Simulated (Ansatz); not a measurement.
**Au: relaxation of cell and atoms with BLYP+D3(BJ)**

Au:

```
Au
1.0
    -1.65727    1.65727    1.65727
     1.65727   -1.65727    1.65727
     1.65727    1.65727   -1.65727
Au
1
Direct
  0.00000 0.00000 0.00000
```

This isn't the form of Au at room conditions, which is fcc.

| Quantity | Value |
| --- | --- |
| Program | Ansatz 0.2.0 |
| Task | relaxation of cell and atoms |
| Functional | BLYP |
| Dispersion | D3(BJ) |
| Potentials or basis | Ansatz PAW |
| Cutoff | 420 eV (not typed: the program's choice for these potentials) |
| k mesh | 11 × 11 × 11 |
| Occupations | fermi-dirac, width 0.05 eV |
| Spin | no spin polarisation |

| Item | Value |
| --- | --- |
| Relaxed volume | 17.70 Å³/atom |
| Relaxed cell | a = 2.843 Å, b = 2.843 Å, c = 2.843 Å, α = 109.47°, β = 109.47°, γ = 109.47° |
| Space group after relaxing (to 0.05 Å) | Im-3m (No. 229) |
| Energy gained by relaxing | 6.2 meV/atom |
| Ionic steps | 4 |
| Pressure after relaxing | 0.0 GPa |
| Band gap on the k mesh | none (metal or under the smearing width) |

Step by step:
| step | energy change (eV) | largest force (eV/Å) | volume (Å³) |
| --- | --- | --- | --- |
| 1 | 0.0000 | 0.0000 | 18.21 |
| 2 | -0.0063 | 0.0000 | 17.75 |
| 3 | -0.0064 | 0.0000 | 17.70 |
| 4 | -0.0062 | 0.0000 | 17.70 |

Final structure:
```cif
data_structure
_symmetry_space_group_name_H-M 'P 1'
_symmetry_Int_Tables_number 1
_cell_length_a 2.8434
_cell_length_b 2.8434
_cell_length_c 2.8434
_cell_angle_alpha 109.471
_cell_angle_beta 109.471
_cell_angle_gamma 109.471
_cell_volume 17.70
loop_
_atom_site_label
_atom_site_type_symbol
_atom_site_fract_x
_atom_site_fract_y
_atom_site_fract_z
_atom_site_occupancy
Au1 Au 0.00000 0.00000 0.00000 1
```

Levels at points of the mesh, in eV from the Fermi level:
```tsv
k point	band 7	band 8	band 9	band 10	band 11	band 12
(0.00, 0.00, 0.00)	-4.61	-4.61	-2.78	-2.78	16.82	16.82
```

Run time: 3.1 s on 2 threads of Arm Neoverse V1, with other jobs on the host, peak memory 0.27 GiB.

Caveat: the plane-wave basis is chosen anew once the cell has moved, so the energies of steps on either side of that aren't comparable; pairwise dispersion overbinds metals, which lowers pressure and volume; the PAW data sets come from PBE, with cores solved anew for the run's functional, which leaves a small shift of forces and pressure. Spin-orbit coupling is left out, which matters for the levels of Au.
